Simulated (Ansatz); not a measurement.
This cell of AlSb (zinc blende) is off equilibrium:

```
CELL_PARAMETERS angstrom
      0.00000     3.11275     3.11275
      3.11275     0.00000     3.11275
      3.11275     3.11275     0.00000
ATOMIC_POSITIONS crystal
  Sb 0.75000 0.75000 0.75000
  Al 0.98998 0.98998 0.98998
```

Calculation: PBE (plane waves to 420 eV, PAW, scalar-relativistic; Ansatz, a first-principles code). k mesh 10×10×10 (Γ-centred), Fermi-Dirac smearing 0.05 eV. Energies are smeared free energies. Stress and pressure are positive under compression. AlSb was relaxed with its symmetry unable to fall. Spin-orbit coupling is left out, though Sb is heavy.

Predict the force on every atom, in eV/Å.


```csv
atom,Fx,Fy,Fz
Sb1,-0.543,-0.543,-0.543
Al2,0.543,0.543,0.543
```

What is the stress tensor (GPa)?


```
   0.20     1.29     1.29
   1.29     0.20     1.29
   1.29     1.29     0.20
```
The pressure, a third of the trace, is 0.20 GPa.

In it atom 2 sits (-0.062, -0.062, -0.062) Å away from its relaxed site. What is its energy relative to the relaxed cell?

48 meV/cell.

(For displaced atoms, the force is minus the slope of the energy, and its curvature is a force constant, which sets phonon frequencies.)
